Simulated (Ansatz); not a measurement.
Si2Mo under changes of volume

One of the cells (13.416 Å³/atom); the others are scaled copies at fixed shape and fractional positions:

```
Mo Si
1.0
    -1.60000    1.60000    3.93050
     1.60000   -1.60000    3.93050
     1.60000    1.60000   -3.93050
Mo Si
1 2
Direct
  0.00000 0.00000 0.00000
  0.66700 0.66700 0.00000
  0.33300 0.33300 0.00000
```

| Property | Result |
| --- | --- |
| Program | Ansatz 0.2.0 |
| Functional | LDA |
| Potentials or basis | all-electron LAPW, scalar-relativistic |
| Cutoff | 205 eV (chosen from the basis error) |
| Basis error allowed | 0.002 eV/atom |
| k mesh | 12 × 12 × 12 |
| Occupations | fermi-dirac, width 0.05 eV |
| Spin | no spin polarisation |

| volume (Å³/atom) | energy over the lowest point (meV/atom) | pressure (GPa) | largest force (eV/Å) |
| --- | --- | --- | --- |
| 12.611 | ? | ? | ? |
| 12.879 | 0.91 | 3.0 | 0.311 |
| 13.148 | 0.00 | -1.8 | 0.344 |
| 13.416 | 6.66 | -6.1 | 0.375 |
| 13.684 | 20.09 | -9.9 | 0.404 |
| 13.953 | 39.57 | -13.3 | 0.431 |
| 14.221 | 64.46 | -16.3 | 0.456 |

Problem. What does the run at 12.611 Å³/atom give?

Solution. Energy over the lowest point 10.27 meV/atom; pressure 8.3 GPa; largest force 0.276 eV/Å.

Worked out: A Birch-Murnaghan fit of order 3 (a polynomial in V^(-2/3)) to the other rows has its minimum at 13.04 Å³/atom with B0 = V·E''(V) = 229 GPa and B' = 4.4 at fixed shape and positions, which overstates the stiffness. It gives 10.25 meV/atom at 12.611 Å³/atom, against the run's 10.27, and -dE/dV = 8.3 GPa, against 8.3.

Energies are extrapolated to zero smearing.
